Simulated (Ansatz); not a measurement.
# C in Ansatz: notebook

One slab, C, is run at these levels: HSE06; tasks: single point, equation of state.

All numbers are computed with Ansatz 0.2.0; they aren't measurements. Logs are shortened: lines on timing, memory, paths and dates and some standing lists are left out, and cuts for length are marked.

**1. The slab as given**

The cell holds a slab with vacuum, 2 atoms: a = 2.456 Å, b = 2.456 Å, c = 8.524 Å, α = 90.00°, β = 90.00°, γ = 120.00°.

**2. Single point, HSE06, 20.93 Å³/atom (volume scaled by 0.94)**

The input, input:

```
crystal:
  lattice:
    - [2.4060301715, 0.0, 0.0]
    - [-1.2030150858, 2.0836832508, 0.0]
    - [0.0, 0.0, 8.3497993649]
  atoms:
    - { symbol: C, position: [0.6666666667, 0.3333333333, 0.0] }
    - { symbol: C, position: [0.3333333333, 0.6666666667, 0.0] }
hamiltonian:
  xc: hse06
  pseudopotentials: { kind: paw }
kpoints:
  mp_grid: { grid: [8, 8, 2] }
scf:
  occupations: { method: fermi_dirac, width: 0.05 }
output:
  forces: true
  stress: true
  eigenvalues: true
```

Potentials or basis: Ansatz PAW.

What it wrote:

```text
Warning: output.stress: scf.convergence.dr2_threshold = 1e-7 eV (the SCF's general default) is looser than the 2e-10 eV advised for a printed stress (1e-10 eV for each atom of the cell: 2). What an SCF threshold leaves in a stress goes as its square root, and in the free energy as the threshold itself, and one threshold admits the most on a small cell: of the crystals measured, under no hybrid functional and no lock of the moments, on runs that ended without the residual-converged pass, on stresses that held no estimate of that error, the worst erred by over 100 MPa in a component at 1e-7 eV an atom and by under 5 at 1e-10. Set scf.convergence.dr2_threshold to 2e-10 eV or tighter. The threshold is an SCF's pass mark: one that does not reach it within its budget of iterations ends unconverged, or closes short of it on a stop that the run arms, and scf.convergence.dr2_threshold's page says what that costs each kind of run
Warning: output.stress: scf.exx.energy_threshold = 1e-6 eV is looser than the 2e-8 eV advised for a stress under a hybrid functional (1e-8 eV for each atom of the cell: 2). Every SCF of the exchange loop can meet its threshold on dr2 while the loop round them stops early: no threshold on dr2 bounds what that leaves in the stress. Set scf.exx.energy_threshold to 2e-8 eV or tighter. The threshold is the loop's pass mark: a loop that does not reach it within its budget of cycles ends unconverged, and scf.exx.energy_threshold's page has the law
GPUs: using 1 of 1 available (devices: 1).
Engine: ansatz 0.2.0, x86_64-unknown-linux-gnu
Pseudopotentials: kind: paw
Pseudopotential: C, paw, valence charge 4, recommended cutoff 420 eV (normal), C.paw.azcp
Functional definition: HSE06
  parameter a = 0.25
  parameter omega = 0.11/bohr
  exchange = pbe_x - a*pbe_x_sr(omega) + a*exact_x_sr(omega)
  correlation = pbe_c
device memory: the entry about to start is reckoned to put 0.4 GiB on a device that reports 74.1 GiB free (of which the cap on the GPU budget leaves the run 18.0 GiB)
GPU FFT provider: cuFFT
GPU libraries: cuBLAS 13.8.2, cuFFT 12.4.0, cuSOLVER 12.3.4
Crystal: 2 atoms, lattice volume = 41.861 Å³
Basis set: ecut = 420 eV, 813 PW (Γ), exchange–correlation on 36×36×120 points (8 copies of the dense FFT grid, shifted against one another)
Bands: 8, of which v1, the nominal top of the filled ones, is band 4 counted from 1 (3 counted from 0)
Symmetry: 24 space group operations
Space group: P6/mmm (ITA 191), of the structure as read, at distance tolerance 3.5e-5 Å
k-points: 20 of 128
Non-local potential: C, projectors of the file, l = 0: 2, l = 1: 2, l = 2: 1
PAW form: soft (Blöchl's): semilocal exchange-correlation on the pseudo side does not see the compensation charge
PAW frozen core: C, regenerated for the run's functional, and the local potential with it (the file was generated under x = pbe(κ = 0.804, μ = 0.2195149727645171), c = pbe(β = 0.06672455060314922))
PAW one-centre angular grid: C, 110 points (default); XC on 64 Gauss nodes
Initial density: superposition of atomic densities (neutral atoms: chi_scale 0, normalization atom), corrected by the library's trained network
Initial wavefunctions: pseudopotential atomic-orbital guess
GPU buffer pool allocated for 19440 grid points (all kernels)
GPU transforms: local potential and band sums: pruned to the plane-wave sphere, on 18×18×60
Functional: x = pbe(κ = 0.804, μ = 0.2195149727645171), c = pbe(β = 0.06672455060314922), warm-up for x = pbe(κ = 0.804, μ = 0.2195149727645171) + 0.25 (exact − pbe) at short range (hse, ω = 0.20786987370883472 Å⁻¹), c = pbe(β = 0.06672455060314922); HSE06 as pw.x's `hse` composes it (authors' and Libxc's form: `xc: wpbeh`)
SCF iter   1: F=—  HF=-501.794854 eV  |F-HF|=—  |Δ(HF+E_count)|=         —  Δρ=2.00e-3  dr2=1.73e-3  ethr=1.77e-3  ⟨swp⟩=9.2  Hψ=875  notcnv=0
preconditioner: auto → none  [insulator: Δε(μ)=2.086 eV  Ē_g=17.309 eV  σ=0.050 eV  W_gap=1.00  n_scr=4 (ndim 8)  ℏωp=16.2 eV  f_vac=0.566  D(μ)=0.00/eV (n_scr^D=0)]
SCF iter   2: F=-501.795192 eV  HF=-501.795068 eV  |F-HF|=1.24e-4  |Δ(HF+E_count)|=   2.14e-4  Δρ=8.86e-4  dr2=2.55e-4  ethr=2.16e-5  ⟨swp⟩=3.5  Hψ=380  notcnv=0  defer=5
SCF 1 stopped early in 2 iterations: F = -501.795192 eV  dr2 = 2.55e-4
device memory: the entry about to start is reckoned to put 1.0 GiB on a device that reports 74.1 GiB free (of which the cap on the GPU budget leaves the run 18.0 GiB)
GPU FFT provider: cuFFT
GPU libraries: cuBLAS 13.8.2, cuFFT 12.4.0, cuSOLVER 12.3.4
Initial density: handed on by an earlier stage of this run
Initial wavefunctions: those handed on with the density
GPU buffer pool allocated for 19440 grid points (all kernels)
GPU transforms: local potential and band sums: pruned to the plane-wave sphere, on 18×18×60
Functional: x = pbe(κ = 0.804, μ = 0.2195149727645171) + 0.25 (exact − pbe) at short range (hse, ω = 0.20786987370883472 Å⁻¹), c = pbe(β = 0.06672455060314922); HSE06 as pw.x's `hse` composes it (authors' and Libxc's form: `xc: wpbeh`)
Exchange kernel: α = 0.2500, screened, ω = 0.2079 Å⁻¹, Wigner–Seitz truncation, v(0) = 1041.7743 eV·Å³, q-mesh 8×8×2, nearest image of the exchange supercell L = 16.70 Å, pair-density grid 12×12×40, without the augmentation charges, whose exchange is taken in its separable form by FFT convolution over the k-point mesh (sized by the pseudopotential files, 15×15×60 at the most), smooth part of the exact exchange by density-matrix convolution in up to 1.12 GiB of GPU memory as planned if the GPU has room (build and FFT work areas not counted)
Frozen-core exchange: fock
SCF iter   1: F=—  HF=-501.844681 eV  |F-HF|=—  |Δ(HF+E_count)|=         —  Δρ=5.43e-3  dr2=5.58e-3  ethr=3.18e-5  ⟨swp⟩=6.7  Hψ=718  notcnv=0
preconditioner: auto → none  [insulator: Δε(μ)=2.539 eV  Ē_g=19.237 eV  σ=0.050 eV  W_gap=1.00  n_scr=4 (ndim 8)  ℏωp=16.2 eV  f_vac=0.566  D(μ)=0.00/eV (n_scr^D=0)]
SCF iter   2: F=—  HF=-501.842650 eV  |F-HF|=—  |Δ(HF+E_count)|=   2.03e-3  Δρ=2.23e-3  dr2=7.32e-4  ethr=3.18e-5  ⟨swp⟩=3.4  Hψ=410  notcnv=0  defer=4
iter 3 solved again at ethr=5.52e-7 eV; its pass at ethr=8.48e-6 eV (dr2=4.41e-5 eV) is discarded
SCF iter   3: F=—  HF=-501.843883 eV  |F-HF|=—  |Δ(HF+E_count)|=   1.23e-3  Δρ=5.87e-4  dr2=4.57e-5  ethr=5.52e-7  ⟨swp⟩=2.2  Hψ=658  notcnv=0
SCF iter   4: F=—  HF=-501.843913 eV  |F-HF|=—  |Δ(HF+E_count)|=   3.05e-5  Δρ=9.43e-5  dr2=1.91e-6  ethr=5.52e-7  ⟨swp⟩=4.5  Hψ=405  notcnv=0  defer=3
SCF iter   5: F=-501.843927 eV  HF=-501.843927 eV  |F-HF|=1.83e-7  |Δ(HF+E_count)|=   1.40e-5  Δρ=3.81e-5  dr2=3.30e-7  ethr=1.34e-8  ⟨swp⟩=5.1  Hψ=552  notcnv=0  defer=5
SCF 2 stopped early in 5 iterations: F = -501.843927 eV  dr2 = 3.30e-7
hybrid outer 1: dexx = +1.646e-3 eV, tail = 8.56e-6 eV
GPU FFT provider: cuFFT
GPU libraries: cuBLAS 13.8.2, cuFFT 12.4.0, cuSOLVER 12.3.4
GPU buffer pool allocated for 19440 grid points (all kernels)
GPU transforms: local potential and band sums: pruned to the plane-wave sphere, on 18×18×60
Exchange kernel: α = 0.2500, screened, ω = 0.2079 Å⁻¹, Wigner–Seitz truncation, v(0) = 1041.7743 eV·Å³, q-mesh 8×8×2, nearest image of the exchange supercell L = 16.70 Å, pair-density grid 12×12×40, without the augmentation charges, whose exchange is taken in its separable form by FFT convolution over the k-point mesh (sized by the pseudopotential files, 15×15×60 at the most), smooth part of the exact exchange by density-matrix convolution in up to 1.12 GiB of GPU memory as planned if the GPU has room (build and FFT work areas not counted)
Frozen-core exchange: fock
SCF iter   1: F=—  HF=-501.843987 eV  |F-HF|=—  |Δ(HF+E_count)|=         —  Δρ=3.85e-5  dr2=2.63e-7  ethr=5.35e-7  ⟨swp⟩=4.3  Hψ=392  notcnv=0
preconditioner: auto → none  [insulator: Δε(μ)=2.540 eV  Ē_g=19.210 eV  σ=0.050 eV  W_gap=1.00  n_scr=4 (ndim 8)  ℏωp=16.2 eV  f_vac=0.565  D(μ)=0.00/eV (n_scr^D=0)]
SCF iter   2: F=—  HF=-501.843987 eV  |F-HF|=—  |Δ(HF+E_count)|=   1.23e-7  Δρ=9.14e-6  dr2=1.34e-8  ethr=2.79e-9  ⟨swp⟩=3.8  Hψ=373  notcnv=0  defer=3
SCF iter   3: F=-501.843987 eV  HF=-501.843987 eV  |F-HF|=8.45e-10  |Δ(HF+E_count)|=   8.10e-8  Δρ=1.17e-6  dr2=6.46e-9  ethr=8.98e-11  ⟨swp⟩=5.2  Hψ=485  notcnv=0  defer=10
SCF 3 converged in 3 iterations: F = -501.843987 eV  dr2 = 6.46e-9
  Residual-converged pass: ⟨swp⟩=2.8  Hψ=259  notcnv=0  max |occ|·‖R‖ = 2.4e-6 eV (tolerance 2.4e-6 eV)  dr2=6.46e-9  dr2_onsite=5.46e-12  max |Δocc| = 1.7e-22
hybrid outer 2: dexx = +1.182e-7 eV, tail = 1.63e-8 eV, Δε = 2.28e-3 eV (about 1.04e-4 eV left of the loop's levels)
hybrid SCF converged: 2 outer / 8 inner (+2 warm-up), last move |dexx| = 1.18e-7 eV, tail = 1.63e-8 eV
Stability not checked: this state was not tested for a lower state beside it, because the functional holds exact exchange (a hybrid, or Hartree-Fock), whose exchange loop this test does not read (fock_operator; see scf.lower_state_search)
Free energy (F): -501.843987 eV
Frozen-core exchange: fock
Harris-Foulkes:  -501.843987 eV  (|F-HF|=8.45e-10)
Internal energy: -501.843987 eV  (E = F + TS)
E sigma→0 (E₀):  -501.843987 eV
Fermi energy:    0.525746 eV
--- Per-component energies (eV) ---
  E_band       = -82.801938
  E_kinetic    = 185.531093
  E_local      = -1219.786079  (includes V_loc(G=0)·N_el)
  E_nonlocal   = 54.749486
  E_hartree    = 521.233825
  E_xc         = -78.498123
  E_vxc        = -96.262369  (∫ρ·V_xc dr)
  E_exx        = -18.311168  (= α·E_x^exact, valence–valence)
  E_paw        = -199.247756  (= ΣΔE_a)
  E_vpaw       = -12.878752  (= ΣTr[D̂ρ^β])
  E_aug_tail   = 0.000018  (compensation charges beyond the density's cutoff)
  E_ewald      = 252.519154
  E_core_change = -0.034436  (= ΣΔE_core)
  E_smearing   = -0.000000  (= −TS)
  E_closure    = 0.000000  (closes the sum)
  Σ components = -501.843987   (vs F -501.843987, Δ=5.68e-14)
--- Forces (eV/Å), atoms counted from 1 ---
  atom   1  C     -0.00000000     0.00000000     0.00000000
  atom   2  C      0.00000000    -0.00000000     0.00000000
  max |Σ_I F_I| component: 2.59e-16 eV/Å
--- Stress (GPa, compression-positive) ---
       10.308983      -0.000000       0.000000
       -0.000000      10.308983       0.000000
        0.000000       0.000000      -0.009359
  P = ⅓ Tr σ = 6.8695 GPa (68.695 kbar)
--- Band table (eV; the first three rows and the last of 20) ---
  k-point 0: bands = ["-22.1329", "-8.8332", "-3.4396", "-3.4396", "3.5551", "6.0812", "7.7853", "10.3176"]
  k-point 1: bands = ["-22.1328", "-8.8334", "-3.4391", "-3.4391", "4.3302", "4.4205", "9.9959", "10.3187"]
  k-point 2: bands = ["-21.7141", "-8.3108", "-4.9805", "-4.2507", "4.0874", "6.6027", "8.2927", "10.4145"]
  k-point 19: bands = ["-15.0237", "-14.1177", "-11.1453", "-0.7445", "1.7959", "12.1169", "13.9435", "14.1582"]
```

It took 7.3 s on 1 × NVIDIA H100 80GB HBM3 with 2 threads of AMD EPYC 7R13 (Zen 3), shared host; peak memory 1.4 GiB.

What came out:

- Free energy: -501.8440 eV
- Band gap on the k mesh: 2.54 eV, direct

Caveat: the PAW data sets come from PBE, with cores solved anew for the run's functional, which leaves a small shift of forces and pressure; the thresholds are loose for stress.

**3. Single point, HSE06, 21.38 Å³/atom (volume scaled by 0.96)**

Changes to input since step 2:

```diff
@@ -2,5 +2,5 @@
   lattice:
-    - [2.4060301715, 0.0, 0.0]
-    - [-1.2030150858, 2.0836832508, 0.0]
-    - [0.0, 0.0, 8.3497993649]
+    - [2.4229746043, 0.0, 0.0]
+    - [-1.2114873021, 2.09835756, 0.0]
+    - [0.0, 0.0, 8.4086027063]
   atoms:
```

Potentials or basis: Ansatz PAW.

Wall time 15 s (1 × NVIDIA H100 80GB HBM3 with 2 threads of AMD EPYC 7R13 (Zen 3), shared host); peak memory 1.5 GiB.

The run converged. Its results:

```
Free energy            : -501.8742 eV
Band gap on the k mesh : 2.50 eV, direct
```

Caveat: the PAW data sets come from PBE, with cores solved anew for the run's functional, which leaves a small shift of forces and pressure; the thresholds are loose for stress.

**4. Single point, HSE06, 21.82 Å³/atom (volume scaled by 0.98)**

Changes to input since step 3:

```diff
@@ -2,5 +2,5 @@
   lattice:
-    - [2.4229746043, 0.0, 0.0]
-    - [-1.2114873021, 2.09835756, 0.0]
-    - [0.0, 0.0, 8.4086027063]
+    - [2.439685302, 0.0, 0.0]
+    - [-1.219842651, 2.1128294488, 0.0]
+    - [0.0, 0.0, 8.4665949023]
   atoms:
```

Wall time 6.7 s (1 × NVIDIA H100 80GB HBM3 with 2 threads of AMD EPYC 7R13 (Zen 3), shared host); peak memory 1.4 GiB.

The run converged. Its results:

```yaml
Free_energy: -501.8894 eV
Band_gap_on_the_k_mesh: 2.47 eV, direct
```

Caveat: the PAW data sets come from PBE, with cores solved anew for the run's functional, which leaves a small shift of forces and pressure; the thresholds are loose for stress.

**5. Single point, HSE06, 22.27 Å³/atom**

Changes to input since step 4:

```diff
@@ -2,5 +2,5 @@
   lattice:
-    - [2.439685302, 0.0, 0.0]
-    - [-1.219842651, 2.1128294488, 0.0]
-    - [0.0, 0.0, 8.4665949023]
+    - [2.4561701622, 0.0, 0.0]
+    - [-1.2280850811, 2.1271057565, 0.0]
+    - [0.0, 0.0, 8.52380336]
   atoms:
@@ -19 +19,5 @@
   eigenvalues: true
+  write_density: true
+  write_potential: true
+  elf: true
+  volumetric_format: npy
```

Wall time 12 s (1 × NVIDIA H100 80GB HBM3 with 2 threads of AMD EPYC 7R13 (Zen 3), shared host); peak memory 1.5 GiB.

It converged, with:

```
Free energy            : -501.8909 eV
Band gap on the k mesh : 2.43 eV, direct
```

Caveat: the PAW data sets come from PBE, with cores solved anew for the run's functional, which leaves a small shift of forces and pressure; the thresholds are loose for stress.

**6. Single point, HSE06, 22.71 Å³/atom (volume scaled by 1.02)**

Changes to input since step 5:

```diff
@@ -2,5 +2,5 @@
   lattice:
-    - [2.4561701622, 0.0, 0.0]
-    - [-1.2280850811, 2.1271057565, 0.0]
-    - [0.0, 0.0, 8.52380336]
+    - [2.4724366638, 0.0, 0.0]
+    - [-1.2362183319, 2.1411929601, 0.0]
+    - [0.0, 0.0, 8.580254034]
   atoms:
@@ -19,5 +19 @@
   eigenvalues: true
-  write_density: true
-  write_potential: true
-  elf: true
-  volumetric_format: npy
```

Potentials or basis: Ansatz PAW.

Wall time 8.1 s (1 × NVIDIA H100 80GB HBM3 with 2 threads of AMD EPYC 7R13 (Zen 3), shared host); peak memory 1.5 GiB.

Results (log left out):

```yaml
Free_energy: -501.8797 eV
Band_gap_on_the_k_mesh: 2.40 eV, direct
```

Caveat: the PAW data sets come from PBE, with cores solved anew for the run's functional, which leaves a small shift of forces and pressure; the thresholds are loose for stress.

**7. Single point, HSE06, 23.16 Å³/atom (volume scaled by 1.04)**

Changes to input since step 6:

```diff
@@ -2,5 +2,5 @@
   lattice:
-    - [2.4724366638, 0.0, 0.0]
-    - [-1.2362183319, 2.1411929601, 0.0]
-    - [0.0, 0.0, 8.580254034]
+    - [2.4884918972, 0.0, 0.0]
+    - [-1.2442459486, 2.1550972001, 0.0]
+    - [0.0, 0.0, 8.6359715305]
   atoms:
```

Wall time 14 s (1 × NVIDIA H100 80GB HBM3 with 2 threads of AMD EPYC 7R13 (Zen 3), shared host); peak memory 1.5 GiB.

Results (log left out):

```yaml
Free_energy: -501.8571 eV
Band_gap_on_the_k_mesh: 2.37 eV, direct
```

Caveat: the PAW data sets come from PBE, with cores solved anew for the run's functional, which leaves a small shift of forces and pressure; the thresholds are loose for stress.

**8. Single point, HSE06, 23.60 Å³/atom (volume scaled by 1.06)**

Changes to input since step 7:

```diff
@@ -2,5 +2,5 @@
   lattice:
-    - [2.4884918972, 0.0, 0.0]
-    - [-1.2442459486, 2.1550972001, 0.0]
-    - [0.0, 0.0, 8.6359715305]
+    - [2.5043425914, 0.0, 0.0]
+    - [-1.2521712957, 2.168824304, 0.0]
+    - [0.0, 0.0, 8.6909792017]
   atoms:
@@ -19 +19,5 @@
   eigenvalues: true
+  write_density: true
+  write_potential: true
+  elf: true
+  volumetric_format: npy
```

Run time: 17 s. Hardware: 1 × NVIDIA H100 80GB HBM3 with 2 threads of AMD EPYC 7R13 (Zen 3), shared host; peak memory 1.5 GiB.

Results (log left out):

```
Free energy            : -501.8240 eV
Band gap on the k mesh : 2.33 eV, direct
```

Caveat: the PAW data sets come from PBE, with cores solved anew for the run's functional, which leaves a small shift of forces and pressure; the thresholds are loose for stress.

**9. Equation of state, HSE06**

Potentials or basis: Ansatz PAW.

This step only gathers the single runs of the series.

What came out:

```yaml
Equilibrium_volume: 22.09 Å³/atom
Bulk_modulus_at_fixed_shape_and_positions: 116 GPa
Pressure_derivative_of_the_bulk_modulus: 3.5
```

Energy against volume, from the lowest point:
| volume (Å³/atom) | energy (meV/atom) |
| --- | --- |
| 20.930 | 23.47 |
| 21.376 | 8.35 |
| 21.821 | 0.77 |
| 22.266 | 0.00 |
| 22.712 | 5.63 |
| 23.157 | 16.92 |
| 23.602 | 33.47 |

Caveat: the k mesh is coarse (spacing up to 0.37 Å⁻¹), so the values aren't converged, least of all with exact exchange; the cell was scaled at fixed shape and fractional positions, which overstates the stiffness of a crystal with free parameters, most of all of layers and chains; the PAW data sets were made with another functional, which shifts forces and pressure a little.
